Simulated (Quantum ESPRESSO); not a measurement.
# CoSi2 (Fm-3m) in Quantum ESPRESSO: a series of runs

The runs below take CoSi2 through phonons, with LDA, PBE.

Everything below comes from runs of Quantum ESPRESSO 7.5. Logs are shortened: lines on timing, memory, paths and dates and some standing lists are left out, and cuts for length are marked.

### 1 The crystal as given

The structure is cubic, space group Fm-3m (No. 225). The conventional cell has a = 5.356 Å, b = 5.356 Å, c = 5.356 Å, α = 90.00°, β = 90.00°, γ = 90.00°. Co (site symmetry m-3m) is surrounded by 8 Si at 2.32 Å. Si (site symmetry -43m) has 4 Co at 2.32 Å as nearest neighbours.

### 2 Phonons, LDA, collinear spin, ferromagnetic start

pw.in

```
&CONTROL
  calculation = 'scf'
  prefix = 'pwscf'
  outdir = './tmp'
  pseudo_dir = './pseudo'
  tprnfor = .true.
  tstress = .true.
  disk_io = 'low'
/
&SYSTEM
  ibrav = 0
  nat = 3
  ntyp = 2
  ecutwfc = 36
  ecutrho = 216
  nbnd = 22
  occupations = 'smearing'
  smearing = 'mp'
  degauss = 0.01469973
  nspin = 2
  starting_magnetization(1) = 0.1176
  starting_magnetization(2) = 0
/
&ELECTRONS
  conv_thr = 6d-10
  electron_maxstep = 120
  mixing_beta = 0.3
/
ATOMIC_SPECIES
Co    58.9332 Co.LDA_PW-JTH.UPF
Si    28.0850 Si.LDA_PW-JTH.UPF
CELL_PARAMETERS angstrom
   0.0000000000    2.6780000000    2.6780000000
   2.6780000000    0.0000000000    2.6780000000
   2.6780000000    2.6780000000    0.0000000000
ATOMIC_POSITIONS crystal
Co     0.0000000000    0.0000000000    0.0000000000
Si     0.7500000000    0.7500000000    0.7500000000
Si     0.2500000000    0.2500000000    0.2500000000
K_POINTS automatic
9 9 9 0 0 0
```

relax.in

```
&CONTROL
  calculation = 'vc-relax'
  prefix = 'pwscf'
  outdir = './tmp'
  pseudo_dir = './pseudo'
  tprnfor = .true.
  tstress = .true.
  disk_io = 'low'
  nstep = 40
  forc_conv_thr = 0.0001
  etot_conv_thr = 1d-06
/
&SYSTEM
  ibrav = 0
  nat = 3
  ntyp = 2
  ecutwfc = 36
  ecutrho = 216
  nbnd = 22
  occupations = 'smearing'
  smearing = 'mp'
  degauss = 0.01469973
  nspin = 2
  starting_magnetization(1) = 0.1176
  starting_magnetization(2) = 0
/
&ELECTRONS
  conv_thr = 6d-10
  electron_maxstep = 120
  mixing_beta = 0.3
/
&IONS
  ion_dynamics = 'bfgs'
/
&CELL
  cell_dynamics = 'bfgs'
  press = 0
  press_conv_thr = 0.2
/
ATOMIC_SPECIES
Co    58.9332 Co.LDA_PW-JTH.UPF
Si    28.0850 Si.LDA_PW-JTH.UPF
CELL_PARAMETERS angstrom
   0.0000000000    2.6780000000    2.6780000000
   2.6780000000    0.0000000000    2.6780000000
   2.6780000000    2.6780000000    0.0000000000
ATOMIC_POSITIONS crystal
Co     0.0000000000    0.0000000000    0.0000000000
Si     0.7500000000    0.7500000000    0.7500000000
Si     0.2500000000    0.2500000000    0.2500000000
K_POINTS automatic
9 9 9 0 0 0
```

scf2.in

```
&CONTROL
  calculation = 'scf'
  prefix = 'pwscf'
  outdir = './tmp'
  pseudo_dir = './pseudo'
  tprnfor = .true.
  tstress = .true.
  disk_io = 'low'
/
&SYSTEM
  ibrav = 0
  nat = 3
  ntyp = 2
  ecutwfc = 36
  ecutrho = 216
  nbnd = 22
  occupations = 'smearing'
  smearing = 'mp'
  degauss = 0.01469973
  nspin = 2
  starting_magnetization(1) = 0.1176
  starting_magnetization(2) = 0
/
&ELECTRONS
  conv_thr = 1d-13
  electron_maxstep = 120
  mixing_beta = 0.3
  startingpot = 'file'
  startingwfc = 'file'
/
ATOMIC_SPECIES
Co    58.9332 Co.LDA_PW-JTH.UPF
Si    28.0850 Si.LDA_PW-JTH.UPF
CELL_PARAMETERS angstrom
   0.0000000000    2.6295429987    2.6295429987
   2.6295429987    0.0000000000    2.6295429987
   2.6295429987    2.6295429987    0.0000000000
ATOMIC_POSITIONS crystal
Co     0.0000000000    0.0000000000    0.0000000000
Si     0.7500000000    0.7500000000    0.7500000000
Si     0.2500000000    0.2500000000    0.2500000000
K_POINTS automatic
9 9 9 0 0 0
```

ph.in

```
phonons of CoSi2
&INPUTPH
  prefix = 'pwscf'
  outdir = './tmp'
  tr2_ph = 1d-16
  fildyn = 'dyn'
  niter_ph = 60
  alpha_mix(1) = 0.4
/
0.0000000000 0.0000000000 0.0000000000
```

dynmat.in

```
&INPUT
  fildyn = 'dyn'
  asr = 'crystal'
  filout = 'dynmat.disp'
  fileig = 'dynmat.eig'
/
```

Potentials or basis: JTH 2.0 LDA.

Run with:

```
OMP_NUM_THREADS=1 pw.x -in pw.in > pw.out
OMP_NUM_THREADS=1 pw.x -in relax.in > relax.out
OMP_NUM_THREADS=1 pw.x -in scf2.in > scf2.out
OMP_NUM_THREADS=1 ph.x -in ph.in > ph.out
OMP_NUM_THREADS=1 dynmat.x -in dynmat.in > dynmat.out
```

pw.out:

```text
This program is part of the open-source Quantum ESPRESSO suite
     for quantum simulation of materials; please cite
         "P. Giannozzi et al., J. Phys.:Condens. Matter 21 395502 (2009);
         "P. Giannozzi et al., J. Phys.:Condens. Matter 29 465901 (2017);
         "P. Giannozzi et al., J. Chem. Phys. 152 154105 (2020);
     in publications or presentations arising from this work. More details at

     file Co.LDA_PW-JTH.UPF: wavefunction(s)  3P 0P 3D 0D renormalized
     file Si.LDA_PW-JTH.UPF: wavefunction(s)  0S 0P renormalized
     Message from routine setup:
     using ibrav=0 with symmetry is DISCOURAGED, use correct ibrav instead

     G-vector sticks info
     --------------------
     sticks:   dense  smooth     PW     G-vecs:    dense   smooth      PW
     Sum         757     511    163                13851     7631    1363

     Using Slab Decomposition

     bravais-lattice index     =            0
     lattice parameter (alat)  =       7.1569  a.u.
     unit-cell volume          =     259.2139 (a.u.)^3
     number of atoms/cell      =            3
     number of atomic types    =            2
     number of electrons       =        25.00
     number of Kohn-Sham states=           22
     kinetic-energy cutoff     =      36.0000  Ry
     charge density cutoff     =     216.0000  Ry
     scf convergence threshold =      6.0E-10
     mixing beta               =       0.3000
     number of iterations used =            8  plain     mixing
     Exchange-correlation= SLA PW NOGX NOGC
                           (   1   4   0   0   0   0   0)

     celldm(1)=   7.156892  celldm(2)=   0.000000  celldm(3)=   0.000000
     celldm(4)=   0.000000  celldm(5)=   0.000000  celldm(6)=   0.000000

     crystal axes: (cart. coord. in units of alat)
               a(1) = (   0.000000   0.707107   0.707107 )
               a(2) = (   0.707107   0.000000   0.707107 )
               a(3) = (   0.707107   0.707107   0.000000 )

     reciprocal axes: (cart. coord. in units 2 pi/alat)
               b(1) = ( -0.707107  0.707107  0.707107 )
               b(2) = (  0.707107 -0.707107  0.707107 )
               b(3) = (  0.707107  0.707107 -0.707107 )

     PseudoPot. # 1 for Co read from file:
     Co.LDA_PW-JTH.UPF
     Pseudo is Projector augmented-wave + core cor, Zval = 17.0
     Generated using ATOMPAW code
     Shape of augmentation charge: SINC**2
     Using radial grid of 1041 points,  6 beta functions with:
                l(1) =   0
                l(2) =   0
                l(3) =   1
                l(4) =   1
                l(5) =   2
                l(6) =   2
     Q(r) pseudized with 0 coefficients

     PseudoPot. # 2 for Si read from file:
     Si.LDA_PW-JTH.UPF
     Pseudo is Projector augmented-wave + core cor, Zval =  4.0
     Generated using ATOMPAW code
     Shape of augmentation charge: BESSEL
     Using radial grid of  988 points,  4 beta functions with:
                l(1) =   0
                l(2) =   0
                l(3) =   1
                l(4) =   1
     Q(r) pseudized with 0 coefficients

     atomic species   valence    mass     pseudopotential
     Co               17.00    58.93320     Co( 1.00)
     Si                4.00    28.08500     Si( 1.00)

     Starting magnetic structure
     atomic species   magnetization
     Co              0.118
     Si              0.000

     48 Sym. Ops., with inversion, found

   Cartesian axes

     site n.     atom                  positions (alat units)
         1        Co     tau(   1) = (   0.0000000   0.0000000   0.0000000  )
         2        Si     tau(   2) = (   1.0606602   1.0606602   1.0606602  )
         3        Si     tau(   3) = (   0.3535534   0.3535534   0.3535534  )

     number of k points=    35  Methfessel-Paxton smearing, width (Ry)=  0.0147
                       cart. coord. in units 2pi/alat
        k(    1) = (   0.0000000   0.0000000   0.0000000), wk =   0.0013717
        k(    2) = (   0.0785674   0.0785674  -0.0785674), wk =   0.0109739
        k(    3) = (   0.1571348   0.1571348  -0.1571348), wk =   0.0109739
        k(    4) = (   0.2357023   0.2357023  -0.2357023), wk =   0.0109739
        k(    5) = (   0.3142697   0.3142697  -0.3142697), wk =   0.0109739
        k(    6) = (   0.1571348   0.0000000  -0.0000000), wk =   0.0082305
[... 27 lines left out ...]
        k(   34) = (  -0.0000000  -0.4714045   0.6285394), wk =   0.0329218
        k(   35) = (  -0.0785674  -0.3928371   0.7071068), wk =   0.0329218

     Dense  grid:    13851 G-vectors     FFT dimensions: (  36,  36,  36)

     Smooth grid:     7631 G-vectors     FFT dimensions: (  27,  27,  27)

     Check: negative core charge=   -0.000009
     Generating pointlists ...
     new r_m :   0.2526 (alat units)  1.8079 (a.u.) for type    1
     new r_m :   0.2526 (alat units)  1.8079 (a.u.) for type    2

     Initial potential from superposition of free atoms

     starting charge      24.9986, renormalised to      25.0000

     negative rho (up, down):  5.695E-03 6.048E-03
     Starting wfcs are   34 randomized atomic wfcs

     Self-consistent Calculation

     iteration #  1     ecut=    36.00 Ry     beta= 0.30
     Davidson diagonalization with overlap
     ethr =  1.00E-02,  avg # of iterations =  6.9

     negative rho (up, down):  5.825E-03 6.158E-03

     total energy              =    -461.01914683 Ry
     estimated scf accuracy    <       0.97813444 Ry

     total magnetization       =     0.64 Bohr mag/cell
     absolute magnetization    =     0.94 Bohr mag/cell
[... 115 lines left out ...]
     total energy              =    -461.42545973 Ry
     estimated scf accuracy    <       0.00000001 Ry

     total magnetization       =    -0.00 Bohr mag/cell
     absolute magnetization    =     0.00 Bohr mag/cell

     iteration # 12     ecut=    36.00 Ry     beta= 0.30
     Davidson diagonalization with overlap
     c_bands:  4 eigenvalues not converged
     c_bands:  4 eigenvalues not converged
     ethr =  5.37E-11,  avg # of iterations = 11.2

     negative rho (up, down):  6.065E-03 6.065E-03

     total energy              =    -461.42545999 Ry
     estimated scf accuracy    <          6.0E-09 Ry

     total magnetization       =    -0.00 Bohr mag/cell
     absolute magnetization    =     0.00 Bohr mag/cell

     iteration # 13     ecut=    36.00 Ry     beta= 0.30
     Davidson diagonalization with overlap
     ethr =  2.41E-11,  avg # of iterations =  1.8
[... 9 lines left out ...]
     iteration # 14     ecut=    36.00 Ry     beta= 0.30
     Davidson diagonalization with overlap
     ethr =  1.28E-11,  avg # of iterations =  1.9

     negative rho (up, down):  6.066E-03 6.066E-03

     Magnetic moment per site  (integrated on atomic sphere of radius R)
     atom   1 (R=0.253)  charge= 15.5199  magn=  0.0000
     atom   2 (R=0.253)  charge=  1.7467  magn= -0.0000
     atom   3 (R=0.253)  charge=  1.7467  magn= -0.0000

     End of self-consistent calculation

 ------ SPIN UP ------------

          k = 0.0000 0.0000 0.0000 (   941 PWs)   bands (ev):

   -81.0171 -44.7474 -44.7474 -44.7474  -0.1486   8.8571   8.8571   8.8571
    11.0605  11.0605  13.5757  16.3844  16.3844  16.3844  16.4692  16.4692
    16.4692  18.5640  18.5640  18.5640  21.3886  21.3886

          k = 0.0786 0.0786-0.0786 (   932 PWs)   bands (ev):

   -81.0171 -44.7471 -44.7471 -44.7471   0.0387   8.4025   8.9235   8.9235
    11.0069  11.0069  13.6497  14.6698  15.4231  15.4231  17.3664  17.3664
    18.2131  18.2302  18.2302  18.4293  22.3906  22.3906
[... 169 lines left out ...]
          k =-0.0786-0.3928 0.5500 (   949 PWs)   bands (ev):

   -81.0170 -44.7499 -44.7491 -44.7481   4.1072   4.5448   7.3187   8.4051
    10.1661  10.6606  11.1996  11.7371  12.3239  15.5629  17.0784  19.6761
    20.2422  20.6601  21.9056  24.3981  26.6707  27.3826

          k = 0.0000-0.3143 0.4714 (   945 PWs)   bands (ev):

   -81.0170 -44.7496 -44.7489 -44.7476   2.9345   5.4738   7.6059   8.9372
    10.1068  10.5320  11.5639  11.5673  12.7003  15.9396  16.4107  19.1450
    19.4903  21.6782  21.8361  22.9965  25.1317  27.4839

          k =-0.0786-0.5500 0.7071 (   956 PWs)   bands (ev):

   -81.0170 -44.7504 -44.7491 -44.7486   3.7105   6.0026   6.4855   8.4624
     9.7814  10.9042  11.0733  11.5007  11.9075  14.8889  16.5782  19.3320
    22.0948  23.0588  23.1402  24.3221  26.0540  27.4817
[... 7 lines left out ...]
          k =-0.0786-0.3928 0.7071 (   945 PWs)   bands (ev):

   -81.0169 -44.7498 -44.7492 -44.7477   4.3044   5.1058   7.1242   7.2717
    10.4342  10.6875  11.0774  11.5513  12.2956  16.1595  16.8444  18.6089
    20.2971  21.8948  23.0704  25.5118  26.3252  26.8370

 ------ SPIN DOWN ----------

          k = 0.0000 0.0000 0.0000 (   941 PWs)   bands (ev):

   -81.0171 -44.7474 -44.7474 -44.7474  -0.1486   8.8571   8.8571   8.8571
    11.0605  11.0605  13.5757  16.3844  16.3844  16.3844  16.4692  16.4692
    16.4692  18.5640  18.5640  18.5640  21.3886  21.3886

          k = 0.0786 0.0786-0.0786 (   932 PWs)   bands (ev):

   -81.0170 -44.7471 -44.7471 -44.7471   0.0387   8.4024   8.9235   8.9235
    11.0069  11.0069  13.6497  14.6698  15.4231  15.4231  17.3664  17.3664
    18.2131  18.2301  18.2301  18.4293  22.3906  22.3906
[... 169 lines left out ...]
          k =-0.0786-0.3928 0.5500 (   949 PWs)   bands (ev):

   -81.0169 -44.7499 -44.7490 -44.7480   4.1072   4.5447   7.3187   8.4051
    10.1661  10.6606  11.1996  11.7371  12.3239  15.5629  17.0784  19.6761
    20.2422  20.6600  21.9056  24.3980  26.6707  27.3826

          k = 0.0000-0.3143 0.4714 (   945 PWs)   bands (ev):

   -81.0170 -44.7496 -44.7489 -44.7476   2.9344   5.4738   7.6059   8.9372
    10.1068  10.5320  11.5639  11.5673  12.7003  15.9396  16.4107  19.1450
    19.4903  21.6782  21.8361  22.9965  25.1317  27.4839

          k =-0.0786-0.5500 0.7071 (   956 PWs)   bands (ev):

   -81.0169 -44.7503 -44.7491 -44.7486   3.7105   6.0026   6.4855   8.4624
     9.7814  10.9042  11.0733  11.5007  11.9075  14.8889  16.5782  19.3320
    22.0948  23.0588  23.1402  24.3221  26.0540  27.4817
[... 7 lines left out ...]
          k =-0.0786-0.3928 0.7071 (   945 PWs)   bands (ev):

   -81.0169 -44.7498 -44.7492 -44.7477   4.3044   5.1058   7.1242   7.2717
    10.4342  10.6875  11.0774  11.5513  12.2956  16.1595  16.8444  18.6089
    20.2971  21.8948  23.0704  25.5117  26.3252  26.8369

     the Fermi energy is    12.9295 ev

!    total energy              =    -461.42545999 Ry
     total all-electron energy =      -461.425460 Ry
     estimated scf accuracy    <          6.6E-12 Ry
     smearing contrib. (-TS)   =      -0.00005683 Ry
     internal energy E=F+TS    =    -461.42540317 Ry

     The total energy is F=E-TS. E is the sum of the following terms:
     one-electron contribution =    -224.67789642 Ry
     hartree contribution      =     111.74934569 Ry
     xc contribution           =     -37.15501319 Ry
     ewald contribution        =    -170.40561011 Ry
     one-center paw contrib.   =    -140.93622914 Ry

     total magnetization       =    -0.00 Bohr mag/cell
     absolute magnetization    =     0.00 Bohr mag/cell

     convergence has been achieved in  14 iterations

     negative rho (up, down):  6.066E-03 6.066E-03

     Forces acting on atoms (cartesian axes, Ry/au):

     atom    1 type  1   force =     0.00000000    0.00000000    0.00000000
     atom    2 type  2   force =    -0.00000000    0.00000000    0.00000000
     atom    3 type  2   force =     0.00000000    0.00000000   -0.00000000

     Total force =     0.000000     Total SCF correction =     0.000000

     Computing stress (Cartesian axis) and pressure

     negative rho (up, down):  6.066E-03 6.066E-03
          total   stress  (Ry/bohr**3)                   (kbar)     P=     -103.43
  -0.00070312   0.00000000   0.00000000         -103.43        0.00        0.00
   0.00000000  -0.00070312   0.00000000            0.00     -103.43        0.00
   0.00000000   0.00000000  -0.00070312            0.00        0.00     -103.43

=------------------------------------------------------------------------------=
   JOB DONE.
=------------------------------------------------------------------------------=
```

It took 9.3 min on 1 thread of Intel Xeon 6975P-C (Granite Rapids), shared host; peak memory 0.13 GiB.

What came out:

| Quantity | Value |
| --- | --- |
| Free energy | -6278.0547 eV |
| Band gap on the k mesh | none (metal or under the smearing width) |
| Net moment | 0.00 μB per cell |
| Absolute moment | 0.00 μB per cell |
| Valence electrons inside the program's atomic spheres | Co 15.52; Si 1.75 |
| Highest phonon frequency at Γ | 358 cm⁻¹ |

Levels at points of the mesh, in eV from the Fermi level:
Spin up:
| k point | band 10 | band 11 | band 12 | band 13 | band 14 | band 15 | band 16 | band 17 |
| --- | --- | --- | --- | --- | --- | --- | --- | --- |
| (0.00, 0.00, 0.00) | -2.05 | 1.20 | 3.57 | 3.57 | 3.57 | 3.68 | 3.68 | 3.68 |
Spin down:
| k point | band 11 | band 12 | band 13 | band 14 | band 15 | band 16 |
| --- | --- | --- | --- | --- | --- | --- |
| (0.00, 0.00, 0.00) | 1.20 | 3.57 | 3.57 | 3.57 | 3.68 | 3.68 |

Phonon frequencies in cm⁻¹ (negative: imaginary):
```csv
q point,frequencies
"(0.000, 0.000, 0.000)",-7 -7 -7 355 355 355 358 358 358
```

Optical modes at Γ, degenerate ones joined:
```tsv
cm⁻¹	components	symmetry	active in
355	3	T1u	IR
358	3	T2g	Raman
```

Caveat: the cutoff is too short for stress, so the log's stress isn't used; the cutoff is low for these files, which shifts pressure and relaxed volume; the starting moments collapsed, and a magnetic state may lie lower.

(Continued in part 2 of 2.)
